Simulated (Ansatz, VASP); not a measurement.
## AlRu in VASP and in Ansatz

Contents of INCAR:

```
SYSTEM = AlRu
PREC = Accurate
ENCUT = 600
EDIFF = 1E-6
ISMEAR = -1
SIGMA = 0.05
LREAL = .FALSE.
LASPH = .TRUE.
NELM = 100
ALGO = Fast
ISIF = 3
LWAVE = .FALSE.
LCHARG = .FALSE.
GGA = CA
IBRION = 2
NSW = 40
EDIFFG = -0.02
```

KPOINTS

```
regular mesh
0
G
  9 9 9
  0 0 0
```

File POSCAR:

```
AlRu
1.0
    2.9916000000      0.0000000000      0.0000000000
    0.0000000000      2.9916000000      0.0000000000
    0.0000000000      0.0000000000      2.9916000000
Ru Al
1 1
Direct
    0.5000000000      0.5000000000      0.5000000000
    0.0000000000      0.0000000000      0.0000000000
```

File input.yaml:

```yaml
crystal:
  lattice:
    - [2.9916, 0.0, 0.0]
    - [0.0, 2.9916, 0.0]
    - [0.0, 0.0, 2.9916]
  atoms:
    - { symbol: Ru, position: [0.5, 0.5, 0.5] }
    - { symbol: Al, position: [0.0, 0.0, 0.0] }
hamiltonian:
  xc: lda
  pseudopotentials: { kind: paw }
kpoints:
  mp_grid: { grid: [9, 9, 9] }
scf:
  occupations: { method: fermi_dirac, width: 0.05 }
output:
  forces: true
  stress: true
  eigenvalues: true
  write_density: true
  write_potential: true
  elf: true
  volumetric_format: npy
relax:
  f_tol: 0.01
  max_steps: 40
  cell: { stress_tol: 0.05 }
```

Alike in both runs: task relaxation of cell and atoms; functional LDA; k mesh 9 × 9 × 9; occupations fermi-dirac, width 0.05 eV; no spin polarisation.

|  | VASP | Ansatz |
| --- | --- | --- |
| version | VASP 6.6.1 | Ansatz 0.2.0 |
| potentials or method | VASP PAW LDA potentials, release 64 (Ru_pv, Al) | Ansatz PAW |
| plane-wave cutoff (eV) | 600 | 420 |
| valence electrons in the cell | 17 | 19 |

|  | VASP | Ansatz | Ansatz less VASP |
| --- | --- | --- | --- |
| gap on the k mesh at the Fermi level, each at its own relaxed structure (eV) | none | none | - |
| relaxed volume (Å³/atom) | 12.91 | 12.88 | -0.024 |
| relaxed cell length with the largest relative difference (Å) | 2.956 | 2.954 | -0.0019 |
| energy change over the relaxation (meV/atom) | -12 | -13 | -1.6 |

A gap of «none» marks a metal or a gap that the smearing closes. The two sets of potentials don't hold the same shells in valence.

Caveats: the plane-wave basis is chosen anew once the cell has moved, so the energies of steps on either side of that aren't comparable (Ansatz); the PAW data sets come from PBE, with cores solved anew for the run's functional, which leaves a small shift of forces and pressure (Ansatz). LDA usually gives volumes a few per cent too small. Zero-point motion and thermal expansion aren't in these numbers.
